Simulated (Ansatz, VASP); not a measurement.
**Two plane-wave programs on Ta2S3**

Contents of INCAR:

```
SYSTEM = Ta2S3
PREC = Accurate ; ENCUT = 520
EDIFF = 1E-6 ; ISMEAR = 0
SIGMA = 0.1 ; LREAL = .False.
LASPH = .True. ; NELM = 150
ALGO = Normal ; ISIF = 2
LWAVE = .False. ; LCHARG = .False.
ISPIN = 2 ; MAGMOM = 1 1 0 0 0
LORBIT = 11 ; LMAXMIX = 4
GGA = PE ; NBANDS = 32
```

Contents of KPOINTS:

```
Automatic mesh
0
Gamma
  4 4 4
  0 0 0
```

File POSCAR:

```
Ta2S3
1.0
    4.2427664700      0.0000000000      0.0000000000
    0.0000000000      4.2427664700      0.0000000000
    0.0000000000      0.0000000000      4.2427664700
Ta S
2 3
Direct
    0.5000000000      0.5000000000      0.5000000000
    0.0000000000      0.0000000000      0.0000000000
    0.5000000000      0.0000000000      0.0000000000
    0.0000000000      0.5000000000      0.0000000000
    0.0000000000      0.0000000000      0.5000000000
```

Input for Ansatz:

```yaml
crystal:
  lattice:
    - [4.24276647, 0.0, 0.0]
    - [0.0, 4.24276647, 0.0]
    - [0.0, 0.0, 4.24276647]
  atoms:
    - { symbol: Ta, position: [0.5, 0.5, 0.5], spin: 1.0 }
    - { symbol: Ta, position: [0.0, 0.0, 0.0], spin: 1.0 }
    - { symbol: S, position: [0.5, 0.0, 0.0] }
    - { symbol: S, position: [0.0, 0.5, 0.0] }
    - { symbol: S, position: [0.0, 0.0, 0.5] }
basis:
  ecutwfc: 420
kpoints:
  mp_grid: { grid: [4, 4, 4] }
hamiltonian:
  xc: pbe
scf:
  occupations: { method: gaussian, width: 0.1 }
  lower_state_search: "off"
output:
  forces: true
  stress: true
  eigenvalues: true
  populations: true
magnetization:
  spin_polarized: true
```

Alike in both runs: task single point; functional PBE; k mesh 4 × 4 × 4; occupations gaussian, width 0.1 eV; collinear spin.

```csv
,VASP,Ansatz
version,VASP 6.6.1,Ansatz 0.2.0
potentials or method,"VASP PAW PBE potentials, release 64 (Ta_pv, S)","scalar-relativistic, plane waves, PAW"
plane-wave cutoff (eV),520,420
valence electrons in the cell,40,44
```

```tsv
	VASP	Ansatz	Ansatz less VASP
gap on the k mesh at the Fermi level (eV)	none	none	-
net moment per atom (μB)	0.00	0.28	+0.284
size of the moment on the site where the two differ most (μB)	0.00	0.84	+0.835
```

The net moments differ so much that the two runs ended in different magnetic states, which moves the other rows too. Site moments also hang on the region over which each program counts them. A gap of «none» marks a metal or a gap that the smearing closes. The two sets of potentials don't hold the same shells in valence.

Caveats: the k mesh is coarse (spacing up to 0.37 Å⁻¹), so the values aren't converged. Spin-orbit coupling is left out, which matters for the levels of Ta.
